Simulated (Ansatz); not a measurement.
A plane-wave DFT run in Ansatz 0.2.0 (scalar-relativistic PAW potentials unless the input names others): input and command.

```yaml
crystal:
  lattice:
    - [3.6210004929, 0.0, 0.0]
    - [0.0, 3.6210004929, 0.0]
    - [0.0, 0.0, 5.2824377813]
  atoms:
    - { symbol: Hf, position: [0.0, 0.0, 0.0] }
    - { symbol: Hf, position: [0.5, 0.5, 0.5] }
    - { symbol: O, position: [0.0, 0.5, 0.3071893779] }
    - { symbol: O, position: [0.0, 0.5, 0.8071893779] }
    - { symbol: O, position: [0.5, 0.0, 0.6928106221] }
    - { symbol: O, position: [0.5, 0.0, 0.1928106221] }
basis:
  ecutwfc: "700 eV"
kpoints:
  mp_grid: { grid: [9, 9, 6] }
hamiltonian:
  xc: pbe
scf:
  occupations: { method: gaussian, width: 0.02 }
output:
  forces: true
  eigenvalues: true
  stress: true
relax:
  adjacent_minimum: "off"
  f_tol: 0.01
  max_steps: 60
  cell: { stress_tol: 0.1 }
```

```bash
ansatz run input.yaml --threads 1 --pin off --max-ram 2560MiB --backend cpu --events-out ev --progress --plain --runs-dir out
```

Abridged log:
```
Basis set: ecut = 700 eV, 2903 PW (Γ), exchange–correlation on 64×64×96 points (8 copies of the dense FFT grid, shifted against one another)
Bands: 46, of which v1, the nominal top of the filled ones, is band 38 counted from 1 (37 counted from 0)
Symmetry: 16 space group operations
k-points: 60 of 486
SCF iter   1: F=—  HF=-33723.061047 eV  |F-HF|=—  |Δ(HF+E_count)|=         —  Δρ=3.09e-3  dr2=1.60e-3  ethr=1.77e-3  ⟨swp⟩=6.1  Hψ=8876  notcnv=0
SCF iter   2: F=—  HF=-33723.062172 eV  |F-HF|=—  |Δ(HF+E_count)|=   1.12e-3  Δρ=1.64e-3  dr2=6.03e-4  ethr=2.10e-6  ⟨swp⟩=2.5  Hψ=5645  notcnv=0  defer=99
SCF iter   3: F=—  HF=-33723.062425 eV  |F-HF|=—  |Δ(HF+E_count)|=   2.53e-4  Δρ=7.20e-4  dr2=1.33e-4  ethr=7.94e-7  ⟨swp⟩=2.0  Hψ=4119  notcnv=0  defer=99
SCF iter   4: F=—  HF=-33723.062517 eV  |F-HF|=—  |Δ(HF+E_count)|=   9.21e-5  Δρ=1.44e-4  dr2=1.13e-5  ethr=1.75e-7  ⟨swp⟩=2.0  Hψ=4543  notcnv=0  defer=99
SCF iter   5: F=—  HF=-33723.062606 eV  |F-HF|=—  |Δ(HF+E_count)|=   8.86e-5  Δρ=5.00e-5  dr2=2.20e-6  ethr=1.48e-8  ⟨swp⟩=2.0  Hψ=4168  notcnv=0  defer=99
SCF iter   6: F=—  HF=-33723.062607 eV  |F-HF|=—  |Δ(HF+E_count)|=   1.63e-6  Δρ=1.89e-5  dr2=2.47e-7  ethr=2.90e-9  ⟨swp⟩=2.0  Hψ=4277  notcnv=0  defer=99
SCF iter   7: F=-33723.062608 eV  HF=-33723.062608 eV  |F-HF|=4.79e-8  |Δ(HF+E_count)|=   1.91e-7  Δρ=1.38e-5  dr2=9.00e-8  ethr=1.32e-10  ⟨swp⟩=8.0  Hψ=11635  notcnv=0
SCF 1 converged in 7 iterations: F = -33723.062608 eV  dr2 = 9.00e-8
relax step   1: F+E_penalty+E_count = -33723.06260750 eV  Δ(F+E_penalty+E_count) = +0.000e0 eV  max|allowed force component| = 5.264e-2 eV/Å  Δτ_max = 0.0000 Å  P = -2.835 GPa  Ω = 69.261 Å³  (7 SCF iters, dr2 threshold 1.00e-7 eV, accepted)
Crystal: 6 atoms, lattice volume = 68.172 Å³
Basis set: ecut = 700 eV, 2863 PW (Γ), exchange–correlation on 64×64×96 points (8 copies of the dense FFT grid, shifted against one another)
Initial density: handed on by an earlier stage of this run
Initial wavefunctions: those handed on with the density
SCF iter   1: F=—  HF=-33723.070316 eV  |F-HF|=—  |Δ(HF+E_count)|=         —  Δρ=2.17e-3  dr2=2.61e-3  ethr=3.22e-6  ⟨swp⟩=1.2  Hψ=12330  notcnv=0
   ...
SCF iter   2: F=—  HF=-33723.070374 eV  |F-HF|=—  |Δ(HF+E_count)|=   5.17e-5  Δρ=9.46e-5  dr2=2.92e-6  ethr=1.11e-8  ⟨swp⟩=2.0  Hψ=4871  notcnv=0
SCF iter   3: F=—  HF=-33723.070375 eV  |F-HF|=—  |Δ(HF+E_count)|=   5.50e-7  Δρ=2.25e-5  dr2=4.01e-7  ethr=5.73e-10  ⟨swp⟩=2.6  Hψ=11528  notcnv=0
SCF iter   4: F=-33723.070375 eV  HF=-33723.070375 eV  |F-HF|=4.24e-8  |Δ(HF+E_count)|=   1.63e-7  Δρ=1.18e-5  dr2=9.92e-8  ethr=5.28e-10  ⟨swp⟩=4.0  Hψ=9497  notcnv=0
SCF 4 converged in 4 iterations: F = -33723.070375 eV  dr2 = 9.92e-8
relax step   4: F+E_penalty+E_count = -33723.07037491 eV  Δ(F+E_penalty+E_count) = -1.221e-4 eV  max|allowed force component| = 1.710e-3 eV/Å  Δτ_max = 0.0002 Å  P = -0.028 GPa  Ω = 68.388 Å³  energy of the carried Pulay correction = +3.663e-5 eV  (4 SCF iters, dr2 threshold 4.35e-7 eV, accepted)
Initial wavefunctions: pseudopotential atomic-orbital guess (no wavefunctions were taken with the density)
SCF iter   1: F=—  HF=-33723.070285 eV  |F-HF|=—  |Δ(HF+E_count)|=         —  Δρ=1.25e-5  dr2=9.38e-8  ethr=1.13e-7  ⟨swp⟩=3.0  Hψ=16340  notcnv=0
SCF iter   2: F=—  HF=-33723.070338 eV  |F-HF|=—  |Δ(HF+E_count)|=   5.34e-5  Δρ=7.85e-6  dr2=4.73e-8  ethr=1.23e-10  ⟨swp⟩=2.3  Hψ=4966  notcnv=0
SCF iter   3: F=—  HF=-33723.070338 eV  |F-HF|=—  |Δ(HF+E_count)|=   3.74e-8  Δρ=4.17e-6  dr2=1.43e-8  ethr=6.22e-11  ⟨swp⟩=2.0  Hψ=4842  notcnv=0
SCF iter   4: F=—  HF=-33723.070338 eV  |F-HF|=—  |Δ(HF+E_count)|=   5.78e-9  Δρ=1.37e-6  dr2=5.22e-10  ethr=1.88e-11  ⟨swp⟩=2.0  Hψ=4506  notcnv=0
SCF iter   5: F=-33723.070338 eV  HF=-33723.070338 eV  |F-HF|=9.46e-11  |Δ(HF+E_count)|=  9.68e-10  Δρ=4.17e-7  dr2=8.47e-11  ethr=1.00e-12  ⟨swp⟩=4.0  Hψ=9837  notcnv=0
SCF 5 converged in 5 iterations: F = -33723.070338 eV  dr2 = 8.47e-11
SCF converged after 5 iterations
Free energy (F): -33723.070338 eV
Harris-Foulkes:  -33723.070338 eV  (|F-HF|=9.46e-11)
Internal energy: -33723.070338 eV  (E = F + TS)
E sigma→0 (E₀):  -33723.070338 eV
Fermi energy:    16.691182 eV
--- Forces (eV/Å), atoms counted from 1 ---
  atom   1  Hf     0.00000000     0.00000000     0.00000000
  atom   2  Hf     0.00000000     0.00000000     0.00000000
  atom   3  O      0.00000000     0.00000000     0.00174033
  atom   4  O      0.00000000     0.00000000     0.00174033
  atom   5  O      0.00000000     0.00000000    -0.00174033
  atom   6  O      0.00000000     0.00000000    -0.00174033
--- Stress (GPa, compression-positive) ---
       -0.021897       0.000000       0.000000
        0.000000      -0.021897       0.000000
        0.000000       0.000000      -0.039541
  P = ⅓ Tr σ = -0.0278 GPa (-0.278 kbar)
--- Relaxed structure (4 steps of the walk, 4 accepted, 1 SCFs on fresh bases) ---
  F+E_penalty+E_count = -33723.07033802 eV   max|allowed force component| = 1.740e-3 eV/Å   (the final SCF, on the basis selected at the relaxed cell)
  cell:  # Å, volume = 68.3881 Å³
    - [3.60438109, 0.0, 0.0]
    - [0.0, 3.60438109, 0.0]
    - [0.0, 0.0, 5.26403903]
  atoms:
    - { symbol: Hf, position: [0.0, 0.0, 0.0] }
    - { symbol: Hf, position: [0.5, 0.5, 0.5] }
    - { symbol: O, position: [0.0, 0.5, 0.30666535] }
    - { symbol: O, position: [0.0, 0.5, 0.80666535] }
    - { symbol: O, position: [0.5, 0.0, 0.69333464] }
    - { symbol: O, position: [0.5, 0.0, 0.19333464] }
```

Apart from outputs and empty bands, the input differs from a reference run on usual settings in kpoints.mp_grid.grid: [6, 6, 4] → [9, 9, 6]; basis.ecutwfc: 420 → "700 eV". The reference, at the same start, ended its own course with a relaxed volume of 11.40 Å³/atom, pressure 0.00 GPa, largest force 0.001 eV/Å, gap on the mesh 4.67 eV. This run converged in 27 SCF iterations over all its steps (reference: 38) with an energy at zero smearing 5.08 meV/atom below the reference's, a relaxed volume of 11.40 Å³/atom, pressure -0.03 GPa, largest force 0.002 eV/Å, gap on the mesh 4.67 eV.

It took 78 s on 1 thread of AMD EPYC 7R43 64-Core Processor (Zen 3) (shared host), peak memory 0.63 GiB.